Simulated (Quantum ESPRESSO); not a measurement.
# WC (Qusongite) (P-6m2) in Quantum ESPRESSO: notebook, part 3 of 3

Quantum ESPRESSO 7.5. Earlier steps stand in the parts before.

## 5. Projected density of states, PBEsol+U

Contents of pw.in:

```
&CONTROL
  calculation = 'scf'
  prefix = 'pwscf'
  outdir = './tmp'
  pseudo_dir = './pseudo'
  tprnfor = .true.
  tstress = .true.
  disk_io = 'low'
/
&SYSTEM
  ibrav = 0
  celldm(1) = 8
  nat = 2
  ntyp = 2
  ecutwfc = 55
  ecutrho = 440
  nbnd = 18
  input_dft = 'pbesol'
  occupations = 'smearing'
  smearing = 'fd'
  degauss = 0.00367493
/
&ELECTRONS
  conv_thr = 4d-10
  electron_maxstep = 120
  mixing_beta = 0.3
/
ATOMIC_SPECIES
W    183.8400 W_pbe_v1.2.uspp.F.UPF
C     12.0110 C.pbe-n-kjpaw_psl.1.0.0.UPF
CELL_PARAMETERS alat
  0.6865611226531   0.0000000000000   0.0000000000000
 -0.3432805613266   0.5945793734685   0.0000000000000
  0.0000000000000   0.0000000000000   0.6700496406392
ATOMIC_POSITIONS crystal
W      0.0000000000    0.0000000000    0.0000000000
C      0.6666666667    0.3333333333    0.5000000000
K_POINTS automatic
10 10 9 0 0 0
HUBBARD {ortho-atomic}
U W-5d 3.0
```

Contents of nscf.in:

```
&CONTROL
  calculation = 'nscf'
  prefix = 'pwscf'
  outdir = './tmp'
  pseudo_dir = './pseudo'
  disk_io = 'low'
/
&SYSTEM
  ibrav = 0
  celldm(1) = 8
  nat = 2
  ntyp = 2
  ecutwfc = 55
  ecutrho = 440
  nbnd = 18
  input_dft = 'pbesol'
  occupations = 'tetrahedra_opt'
/
&ELECTRONS
  conv_thr = 1d-08
  electron_maxstep = 120
  mixing_beta = 0.3
  startingwfc = 'random'
/
ATOMIC_SPECIES
W    183.8400 W_pbe_v1.2.uspp.F.UPF
C     12.0110 C.pbe-n-kjpaw_psl.1.0.0.UPF
CELL_PARAMETERS alat
  0.6865611226531   0.0000000000000   0.0000000000000
 -0.3432805613266   0.5945793734685   0.0000000000000
  0.0000000000000   0.0000000000000   0.6700496406392
ATOMIC_POSITIONS crystal
W      0.0000000000    0.0000000000    0.0000000000
C      0.6666666667    0.3333333333    0.5000000000
K_POINTS automatic
15 15 14 0 0 0
HUBBARD {ortho-atomic}
U W-5d 3.0
```

Contents of projwfc.in:

```
&PROJWFC
  prefix = 'pwscf'
  outdir = './tmp'
  filpdos = 'p'
  Emin = 6
  Emax = 31
  DeltaE = 0.05
/
```

Potentials or basis: SSSP 1.3 efficiency PBE.

Run with:

```bash
$ OMP_NUM_THREADS=1 pw.x -in pw.in > pw.out
$ OMP_NUM_THREADS=1 pw.x -in nscf.in > nscf.out
$ OMP_NUM_THREADS=1 projwfc.x -in projwfc.in > projwfc.out
```

pw.out:

```text
This program is part of the open-source Quantum ESPRESSO suite
     for quantum simulation of materials; please cite
         "P. Giannozzi et al., J. Phys.:Condens. Matter 21 395502 (2009);
         "P. Giannozzi et al., J. Phys.:Condens. Matter 29 465901 (2017);
         "P. Giannozzi et al., J. Chem. Phys. 152 154105 (2020);
     in publications or presentations arising from this work. More details at

     file C.pbe-n-kjpaw_psl.1.0.0.UPF: wavefunction(s)  2S 2P renormalized

     IMPORTANT: XC functional enforced from input :
     Exchange-correlation= PBESOL
                           (   1   4  10   8   0   0   0)
     Any further DFT definition will be discarded
     Please, verify this is what you really want

     Message from routine setup:
     using ibrav=0 with symmetry is DISCOURAGED, use correct ibrav instead

     G-vector sticks info
     --------------------
     sticks:   dense  smooth     PW     G-vecs:    dense   smooth      PW
     Sum         925     451    151                21863     7663    1329

     Using Slab Decomposition

     bravais-lattice index     =            0
     lattice parameter (alat)  =       8.0000  a.u.
     unit-cell volume          =     140.0445 (a.u.)^3
     number of atoms/cell      =            2
     number of atomic types    =            2
     number of electrons       =        18.00
     number of Kohn-Sham states=           18
     kinetic-energy cutoff     =      55.0000  Ry
     charge density cutoff     =     440.0000  Ry
     scf convergence threshold =      4.0E-10
     mixing beta               =       0.3000
[... 287 lines left out ...]
     Davidson diagonalization with overlap
     ethr =  3.81E-12,  avg # of iterations =  2.4

     negative rho (up, down):  6.674E-02 0.000E+00

     End of self-consistent calculation

     =================== HUBBARD OCCUPATIONS ===================
     ------------------------ ATOM    1 ------------------------
     Tr[ns(  1)] =   4.54309
     eigenvalues:
       0.415  0.415  0.470  0.470  0.502
     eigenvectors (columns):
       0.000  0.000 -0.000  0.000  1.000
       0.395  0.919  0.000  0.000 -0.000
       0.919 -0.395  0.000 -0.000 -0.000
       0.000 -0.000  0.547  0.837 -0.000
       0.000 -0.000 -0.837  0.547 -0.000
     occupation matrix ns (before diag.):
       0.502 -0.000 -0.000 -0.000 -0.000
      -0.000  0.415 -0.000  0.000  0.000
      -0.000 -0.000  0.415 -0.000 -0.000
      -0.000  0.000 -0.000  0.470  0.000
[... 420 lines left out ...]
   -53.2415 -17.9421 -17.8390 -17.6831   9.7546  13.6289  15.1336  18.6737
    19.8176  24.9335  26.9765  27.6856  29.9266  30.1785  32.4360  34.2332
    36.5617  40.4866

     the Fermi energy is    20.5971 ev

!    total energy              =    -176.73508933 Ry
     estimated scf accuracy    <          1.4E-11 Ry
     smearing contrib. (-TS)   =      -0.00014064 Ry
     internal energy E=F+TS    =    -176.73494869 Ry

     The total energy is F=E-TS. E is the sum of the following terms:
     one-electron contribution =     -10.51287581 Ry
     hartree contribution      =      17.01000993 Ry
     xc contribution           =     -45.56815455 Ry
     ewald contribution        =    -132.02264865 Ry
     Hubbard energy            =       0.27201792 Ry
     one-center paw contrib.   =      -5.91329752 Ry

     convergence has been achieved in  11 iterations

     negative rho (up, down):  6.674E-02 0.000E+00

     Forces acting on atoms (cartesian axes, Ry/au):

     atom    1 type  1   force =     0.00000000    0.00000000    0.00000000
     atom    2 type  2   force =     0.00000000    0.00000000    0.00000000

     Total force =     0.000000     Total SCF correction =     0.000000

     Computing stress (Cartesian axis) and pressure

     negative rho (up, down):  6.674E-02 0.000E+00
          total   stress  (Ry/bohr**3)                   (kbar)     P=      -15.44
  -0.00006890  -0.00000000   0.00000000          -10.14       -0.00        0.00
  -0.00000000  -0.00006890   0.00000000           -0.00      -10.14        0.00
   0.00000000   0.00000000  -0.00017715            0.00        0.00      -26.06

=------------------------------------------------------------------------------=
   JOB DONE.
=------------------------------------------------------------------------------=
```

It took 67 s on 1 thread of Arm Neoverse V1, shared host; peak memory 0.21 GiB.

What came out:

```
Free energy            : -2404.6034 eV
Pressure               : -1.5 GPa
Band gap on the k mesh : none (metal or under the smearing width)
Loewdin charges        : W +0.19; C -0.17 e
```

States per cell in windows of 0.5 eV (zero at the Fermi level; states under -8 eV left out):
```csv
from (eV),total,W#1 d wfc3,C#2 p wfc2,W#1 p wfc5,C#2 s wfc1,W#1 s wfc4,W#1 p wfc2
-8.0,0.03,0.01,0.01,0.00,0.00,0.01,0.00
-7.5,0.13,0.04,0.06,0.01,0.00,0.01,0.00
-7.0,0.62,0.25,0.27,0.03,0.02,0.04,0.01
-6.5,0.69,0.30,0.30,0.03,0.02,0.03,0.01
-6.0,0.34,0.15,0.14,0.01,0.01,0.01,0.00
-5.5,0.31,0.14,0.13,0.01,0.01,0.01,0.00
-5.0,0.41,0.19,0.18,0.02,0.01,0.01,0.00
-4.5,0.69,0.33,0.28,0.04,0.01,0.01,0.01
-4.0,0.64,0.32,0.24,0.04,0.02,0.01,0.01
-3.5,0.84,0.41,0.36,0.05,0.01,0.01,0.01
-3.0,0.88,0.42,0.39,0.05,0.00,0.01,0.01
-2.5,0.41,0.18,0.19,0.03,0.00,0.00,0.00
-2.0,0.59,0.38,0.16,0.03,0.00,0.01,0.00
-1.5,0.71,0.48,0.15,0.06,0.00,0.01,0.00
-1.0,0.52,0.34,0.11,0.06,0.00,0.01,0.00
-0.5,0.21,0.13,0.05,0.02,0.00,0.00,0.00
0.0,0.11,0.09,0.01,0.00,0.00,0.00,0.00
0.5,0.11,0.10,0.00,0.00,0.00,0.00,0.00
1.0,0.18,0.16,0.01,0.00,0.00,0.00,0.00
1.5,0.32,0.28,0.02,0.01,0.00,0.00,0.00
2.0,0.37,0.32,0.04,0.01,0.00,0.00,0.00
2.5,0.39,0.32,0.05,0.01,0.01,0.00,0.00
3.0,0.42,0.29,0.09,0.01,0.01,0.01,0.00
3.5,0.76,0.49,0.18,0.02,0.04,0.01,0.00
4.0,0.82,0.59,0.15,0.02,0.03,0.01,0.00
4.5,0.65,0.49,0.10,0.01,0.03,0.01,0.00
5.0,0.57,0.36,0.14,0.02,0.04,0.00,0.00
5.5,0.67,0.36,0.18,0.02,0.08,0.01,0.00
6.0,0.78,0.40,0.20,0.02,0.13,0.02,0.00
6.5,0.59,0.28,0.19,0.02,0.06,0.03,0.00
7.0,0.38,0.17,0.15,0.01,0.02,0.01,0.00
7.5,0.36,0.15,0.15,0.01,0.02,0.01,0.00
```

Eigenvalues of the final occupation matrices:
```
  site  spin  trace               eigenvalues
W 1 5d  each   2.27  0.41 0.41 0.47 0.47 0.50
```

Caveat: the potentials were made for another functional, which shifts forces and pressure; U without spin polarisation on a metal has little footing; the U is typed as a test and isn't derived for this compound. Spin-orbit coupling is left out, which matters for the levels of W.

## 6. Projected density of states, PBEsol+U

Changes to pw.in since step 5:

```diff
@@ -40,2 +40,2 @@
 HUBBARD {ortho-atomic}
-U W-5d 3.0
+U W-5d 4.0
```

Changes to nscf.in since step 5:

```diff
@@ -37,2 +37,2 @@
 HUBBARD {ortho-atomic}
-U W-5d 3.0
+U W-5d 4.0
```

projwfc.in is that of step 5.

Potentials or basis: SSSP 1.3 efficiency PBE.

Run with:

```bash
$ OMP_NUM_THREADS=1 pw.x -in pw.in > pw.out
$ OMP_NUM_THREADS=1 pw.x -in nscf.in > nscf.out
$ OMP_NUM_THREADS=1 projwfc.x -in projwfc.in > projwfc.out
```

pw.out:

```text
This program is part of the open-source Quantum ESPRESSO suite
     for quantum simulation of materials; please cite
         "P. Giannozzi et al., J. Phys.:Condens. Matter 21 395502 (2009);
         "P. Giannozzi et al., J. Phys.:Condens. Matter 29 465901 (2017);
         "P. Giannozzi et al., J. Chem. Phys. 152 154105 (2020);
     in publications or presentations arising from this work. More details at

     file C.pbe-n-kjpaw_psl.1.0.0.UPF: wavefunction(s)  2S 2P renormalized

     IMPORTANT: XC functional enforced from input :
     Exchange-correlation= PBESOL
                           (   1   4  10   8   0   0   0)
     Any further DFT definition will be discarded
     Please, verify this is what you really want

     Message from routine setup:
     using ibrav=0 with symmetry is DISCOURAGED, use correct ibrav instead

     G-vector sticks info
     --------------------
     sticks:   dense  smooth     PW     G-vecs:    dense   smooth      PW
     Sum         925     451    151                21863     7663    1329

     Using Slab Decomposition

     bravais-lattice index     =            0
     lattice parameter (alat)  =       8.0000  a.u.
     unit-cell volume          =     140.0445 (a.u.)^3
     number of atoms/cell      =            2
     number of atomic types    =            2
     number of electrons       =        18.00
     number of Kohn-Sham states=           18
     kinetic-energy cutoff     =      55.0000  Ry
     charge density cutoff     =     440.0000  Ry
     scf convergence threshold =      4.0E-10
     mixing beta               =       0.3000
     number of iterations used =            8  plain     mixing
     Exchange-correlation= PBESOL
                           (   1   4  10   8   0   0   0)
     Hubbard projectors: ortho-atomic
     Hubbard parameters of DFT+U (Dudarev formulation) in eV:
     U(W-5d) =  4.0000

     Internal variables: lda_plus_u =T, lda_plus_u_kind = 0

     Internal variables: orbital_resolved =F, hub_pot_fix =F, apply_U = F

     celldm(1)=   8.000000  celldm(2)=   0.000000  celldm(3)=   0.000000
     celldm(4)=   0.000000  celldm(5)=   0.000000  celldm(6)=   0.000000

     crystal axes: (cart. coord. in units of alat)
               a(1) = (   0.686561   0.000000   0.000000 )
               a(2) = (  -0.343281   0.594579   0.000000 )
               a(3) = (   0.000000   0.000000   0.670050 )

     reciprocal axes: (cart. coord. in units 2 pi/alat)
               b(1) = (  1.456535  0.840931 -0.000000 )
               b(2) = (  0.000000  1.681861  0.000000 )
[... 135 lines left out ...]
       0.000  1.000  0.000  0.000  0.000
       0.000  0.000  1.000  0.000  0.000
       0.000  0.000  0.000  1.000  0.000
       0.000  0.000  0.000  0.000  1.000
     occupation matrix ns (before diag.):
       0.390  0.000  0.000  0.000  0.000
       0.000  0.390  0.000  0.000  0.000
       0.000  0.000  0.390  0.000  0.000
       0.000  0.000  0.000  0.390  0.000
       0.000  0.000  0.000  0.000  0.390

     Number of occupied Hubbard levels =    3.9000

     Atomic wfc used for Hubbard projectors are orthogonalized

     Starting wfcs are   17 randomized atomic wfcs +    1 random wfcs

     Self-consistent Calculation

     iteration #  1     ecut=    55.00 Ry     beta= 0.30
     Davidson diagonalization with overlap
     ethr =  1.00E-02,  avg # of iterations =  3.6

     =================== HUBBARD OCCUPATIONS ===================
     ------------------------ ATOM    1 ------------------------
     Tr[ns(  1)] =   3.77855
     eigenvalues:
       0.318  0.318  0.404  0.404  0.445
     eigenvectors (columns):
       0.000  0.000 -0.000  0.000  1.000
       0.395  0.919  0.000  0.000 -0.000
       0.919 -0.395  0.000 -0.000 -0.000
       0.000 -0.000  0.568  0.823 -0.000
       0.000 -0.000 -0.823  0.568 -0.000
     occupation matrix ns (before diag.):
[... 94 lines left out ...]
     iteration # 11     ecut=    55.00 Ry     beta= 0.30
     Davidson diagonalization with overlap
     ethr =  9.22E-12,  avg # of iterations =  2.2

     negative rho (up, down):  6.673E-02 0.000E+00

     End of self-consistent calculation

     =================== HUBBARD OCCUPATIONS ===================
     ------------------------ ATOM    1 ------------------------
     Tr[ns(  1)] =   4.53460
     eigenvalues:
       0.412  0.412  0.470  0.470  0.505
     eigenvectors (columns):
       0.000  0.000 -0.000  0.000  1.000
       0.395  0.919  0.000  0.000 -0.000
       0.919 -0.395  0.000 -0.000 -0.000
       0.000 -0.000  0.547  0.837 -0.000
       0.000 -0.000 -0.837  0.547 -0.000
     occupation matrix ns (before diag.):
       0.505 -0.000 -0.000 -0.000 -0.000
      -0.000  0.412 -0.000  0.000  0.000
      -0.000 -0.000  0.412 -0.000 -0.000
      -0.000  0.000 -0.000  0.470  0.000
[... 420 lines left out ...]
   -53.2683 -17.9653 -17.8620 -17.7063   9.8120  13.6880  15.1530  18.6879
    19.8302  24.9080  27.0206  27.6997  29.9218  30.2115  32.4393  34.2401
    36.5694  40.4934

     the Fermi energy is    20.6279 ev

!    total energy              =    -176.64445816 Ry
     estimated scf accuracy    <          4.9E-11 Ry
     smearing contrib. (-TS)   =      -0.00014142 Ry
     internal energy E=F+TS    =    -176.64431674 Ry

     The total energy is F=E-TS. E is the sum of the following terms:
     one-electron contribution =     -10.50182988 Ry
     hartree contribution      =      16.99859392 Ry
     xc contribution           =     -45.56742387 Ry
     ewald contribution        =    -132.02264865 Ry
     Hubbard energy            =       0.36235073 Ry
     one-center paw contrib.   =      -5.91335899 Ry

     convergence has been achieved in  11 iterations

     negative rho (up, down):  6.673E-02 0.000E+00

     Forces acting on atoms (cartesian axes, Ry/au):

     atom    1 type  1   force =     0.00000000    0.00000000    0.00000000
     atom    2 type  2   force =    -0.00000000   -0.00000000    0.00000000

     Total force =     0.000000     Total SCF correction =     0.000000

     Computing stress (Cartesian axis) and pressure

     negative rho (up, down):  6.673E-02 0.000E+00
          total   stress  (Ry/bohr**3)                   (kbar)     P=      -13.20
  -0.00004873  -0.00000000   0.00000000           -7.17       -0.00        0.00
  -0.00000000  -0.00004873   0.00000000           -0.00       -7.17        0.00
   0.00000000   0.00000000  -0.00017176            0.00        0.00      -25.27

=------------------------------------------------------------------------------=
   JOB DONE.
=------------------------------------------------------------------------------=
```

nscf.out:

```text
This program is part of the open-source Quantum ESPRESSO suite
     for quantum simulation of materials; please cite
         "P. Giannozzi et al., J. Phys.:Condens. Matter 21 395502 (2009);
         "P. Giannozzi et al., J. Phys.:Condens. Matter 29 465901 (2017);
         "P. Giannozzi et al., J. Chem. Phys. 152 154105 (2020);
     in publications or presentations arising from this work. More details at

[... 138 lines left out ...]

     Number of k-points >= 100: set verbosity='high' to print the bands.

     the Fermi energy is    20.5847 ev
     (compare with:    20.6279 eV, computed in scf)

=------------------------------------------------------------------------------=
   JOB DONE.
=------------------------------------------------------------------------------=
```

Run time: 67 s. Hardware: 1 thread of Arm Neoverse V1, shared host; peak memory 0.21 GiB.

Results:

```yaml
Free_energy: -2403.3703 eV
Pressure: -1.3 GPa
Band_gap_on_the_k_mesh: none (metal or under the smearing width)
Loewdin_charges: W +0.20; C -0.18 e
```

States per cell in windows of 1 eV (zero at the Fermi level; states under -8 eV left out):
```
from (eV)  total  W#1 d wfc3  C#2 p wfc2  W#1 p wfc5  C#2 s wfc1  W#1 s wfc4  W#1 p wfc2
     -8.0   0.14        0.04        0.06        0.01        0.00        0.02        0.00
     -7.0   1.31        0.54        0.56        0.06        0.03        0.08        0.02
     -6.0   0.64        0.30        0.27        0.02        0.02        0.02        0.01
     -5.0   1.05        0.49        0.45        0.05        0.02        0.02        0.01
     -4.0   1.45        0.73        0.58        0.08        0.02        0.02        0.01
     -3.0   1.34        0.62        0.60        0.08        0.01        0.01        0.01
     -2.0   1.28        0.83        0.32        0.09        0.00        0.02        0.01
     -1.0   0.75        0.48        0.17        0.08        0.00        0.01        0.01
      0.0   0.21        0.18        0.02        0.01        0.00        0.00        0.00
      1.0   0.47        0.42        0.03        0.01        0.00        0.00        0.00
      2.0   0.78        0.64        0.09        0.02        0.01        0.01        0.00
      3.0   1.17        0.79        0.26        0.03        0.05        0.02        0.00
      4.0   1.47        1.09        0.25        0.03        0.06        0.02        0.00
      5.0   1.19        0.70        0.30        0.03        0.11        0.01        0.00
      6.0   1.44        0.71        0.39        0.03        0.21        0.05        0.00
      7.0   0.74        0.33        0.29        0.02        0.04        0.03        0.00
```

Eigenvalues of the final occupation matrices:
| site | spin | trace | eigenvalues |
| --- | --- | --- | --- |
| W 1 5d | each | 2.27 | 0.41 0.41 0.47 0.47 0.50 |

Caveat: the potentials were made for another functional, which shifts forces and pressure; U without spin polarisation on a metal has little footing; the U is typed as a test and isn't derived for this compound. Spin-orbit coupling is left out, which matters for the levels of W.

## 7. The runs side by side

```csv
level,U,mixing beta,gap on the mesh (eV),pressure (GPa)
PBEsol,-,0.5,none,-2.1
PBEsol+U,W d U = 1 eV,0.3,none,-1.9
PBEsol+U,W d U = 2 eV,0.3,none,-1.8
PBEsol+U,W d U = 3 eV,0.3,none,-1.5
PBEsol+U,W d U = 4 eV,0.3,none,-1.3
```

Alike in all rows: task projected density of states; potentials or basis SSSP 1.3 efficiency PBE; no spin polarisation; cell as given; k mesh 10 × 10 × 9; cutoff (eV) 748; smearing fermi-dirac 0.05 eV.

Every run on the cell as given and a fine mesh finds a metal. The pressure there spans -2.1 GPa (PBEsol) to -1.3 GPa (PBEsol+U); a positive pressure means that this level wants a larger cell, a negative one a smaller.

Caveats: the potentials were made for another functional, which shifts forces and pressure; U without spin polarisation on a metal has little footing (some runs); the U is typed as a test and isn't derived for this compound (some runs).

Absolute energies hang on the potentials; compare differences alone.
